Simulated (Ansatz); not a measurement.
A run of Ansatz 0.2.0:

input.yaml

```yaml
crystal:
  lattice:
    - [6.2667802772, 0.0, 0.0]
    - [-3.1333901386, 5.42719092, 0.0]
    - [0.0, 0.0, 3.299766]
  atoms:
    - { symbol: La, position: [0.6666666667, 0.3333333333, 0.5] }
    - { symbol: La, position: [0.3333333333, 0.6666666667, 0.5] }
    - { symbol: O, position: [0.50801399, 0.0, 0.0] }
    - { symbol: O, position: [0.0, 0.50801399, 0.0] }
    - { symbol: O, position: [0.49198601, 0.49198601, 0.0] }
hamiltonian:
  xc: pbesol
  pseudopotentials: { kind: paw }
kpoints:
  mp_grid: { grid: [4, 4, 6] }
scf:
  occupations: { method: fermi_dirac, width: 0.05 }
output:
  forces: true
  stress: true
  eigenvalues: true
  write_density: true
  write_potential: true
  elf: true
  volumetric_format: npy
relax:
  f_tol: 0.01
  max_steps: 40
  cell: { stress_tol: 0.05 }
```

Potentials or basis: Ansatz PAW.

The run is started by

```bash
$ ansatz run input.yaml --threads 2 --pin off --max-ram 5632MiB --backend cpu --events-out ev --progress --plain --runs-dir out
```

Hardware: 2 threads of Intel(R) Xeon(R) Processor @ 2.70GHz, with other jobs on the host.

How long does it take, and how much memory?

Run time: 33 s on 2 threads of Intel(R) Xeon(R) Processor @ 2.70GHz (shared host), peak memory 0.42 GiB. Counts: scf iterations 53, plane waves 2183, k points 16, bands 25, ion steps 8.
